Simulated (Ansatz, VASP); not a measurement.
## BN: VASP beside Ansatz

POSCAR

```
BN
1.0
    1.2511217832      0.7223354983      3.3729344033
   -1.2511217832      0.7223354983      3.3729344033
    0.0000000000     -1.4446709966      3.3729344033
N B
1 1
Direct
    0.6672382000      0.6672382000      0.6672382000
    0.0003288000      0.0003288000      0.0003288000
```

Contents of INCAR.step1:

```
SYSTEM = BN
ALGO     = Normal         ! electronic algorithm
EDIFF    = 1E-5           ! SCF threshold, eV
ENCUT    = 600            ! plane-wave cutoff, eV
GGA      = PE             ! functional
ISMEAR   = -1             ! smearing method
LASPH    = .TRUE.         ! aspherical terms in the spheres
LCHARG   = .FALSE.        ! write CHGCAR
LREAL    = .FALSE.        ! projectors in reciprocal space
LWAVE    = .TRUE.         ! write WAVECAR
NELM     = 100            ! most SCF steps
PREC     = Accurate       ! precision mode
SIGMA    = 0.05           ! smearing width, eV
```

File INCAR.step2:

```
SYSTEM = BN
ALGO     = Normal         ! electronic algorithm
EDIFF    = 1E-6           ! SCF threshold, eV
EDIFFG   = -0.01          ! ionic threshold
ENCUT    = 600            ! plane-wave cutoff, eV
GGA      = PS             ! functional
HFSCREEN = 0.2            ! screening, 1/A
IBRION   = 2              ! ionic algorithm
ISIF     = 3              ! what is computed and relaxed
ISMEAR   = -1             ! smearing method
ISTART   = 1            
LASPH    = .TRUE.         ! aspherical terms in the spheres
LCHARG   = .FALSE.        ! write CHGCAR
LHFCALC  = .TRUE.         ! exact exchange
LREAL    = .FALSE.        ! projectors in reciprocal space
LWAVE    = .FALSE.        ! write WAVECAR
NELM     = 100            ! most SCF steps
NSW      = 60             ! ionic steps
PREC     = Accurate       ! precision mode
PRECFOCK = Fast         
SIGMA    = 0.05           ! smearing width, eV
```

Contents of KPOINTS:

```
k-points
0
G
  6 6 6
  0 0 0
```

Contents of input.yaml:

```yaml
crystal:
  lattice:
    - [1.2511217832, 0.7223354983, 3.3729344033]
    - [-1.2511217832, 0.7223354983, 3.3729344033]
    - [0.0, -1.4446709966, 3.3729344033]
  atoms:
    - { symbol: "N", position: [0.6672382, 0.6672382, 0.6672382] }
    - { symbol: B, position: [0.0003288, 0.0003288, 0.0003288] }
hamiltonian:
  xc:
    exchange: hjs_pbesol
    correlation: pbesol
    exx: { coeff: 0.25, omega: 0.207 }
  pseudopotentials: { kind: paw }
kpoints:
  mp_grid: { grid: [6, 6, 6] }
scf:
  occupations: { method: fermi_dirac, width: 0.05 }
output:
  forces: true
  stress: true
  eigenvalues: true
relax:
  f_tol: 0.01
  max_steps: 40
  cell: { stress_tol: 0.05 }
```

The cell is a database's computed one.

Alike in both runs: task relaxation of cell and atoms; functional HSEsol; k mesh 6 × 6 × 6; occupations fermi-dirac, width 0.05 eV; no spin polarisation.

```csv
,VASP,Ansatz
version,VASP 6.6.1,Ansatz 0.2.0
potentials or method,"VASP PAW PBE potentials, release 64 (N, B)",Ansatz PAW
plane-wave cutoff (eV),600,420
valence electrons in the cell,8,8
```

VASP gave:

* gap on the k mesh at the Fermi level, each at its own relaxed structure (eV): 5.57
* relaxed volume (Å³/atom): 9.34
* relaxed cell length with the largest relative difference (Å): 3.762
* energy change over the relaxation (meV/atom): -2

Task: Which values does Ansatz return?

Result: gap on the k mesh at the Fermi level, each at its own relaxed structure (eV): 5.57; relaxed volume (Å³/atom): 9.36; relaxed cell length with the largest relative difference (Å): 3.771; energy change over the relaxation (meV/atom): -2.

Caveats: the k mesh is coarse (spacing up to 0.49 Å⁻¹), so the values aren't converged, least of all with exact exchange; the PAW data sets were made with another functional, which shifts forces and pressure a little (VASP); the plane-wave basis is chosen anew once the cell has moved, so the energies of steps on either side of that aren't comparable (Ansatz); the pressure holds a Pulay correction of +0.5 GPa for the finite cutoff (Ansatz); the PAW data sets come from PBE, with cores solved anew for the run's functional, which leaves a small shift of forces and pressure (Ansatz). A k mesh can miss the band edges.
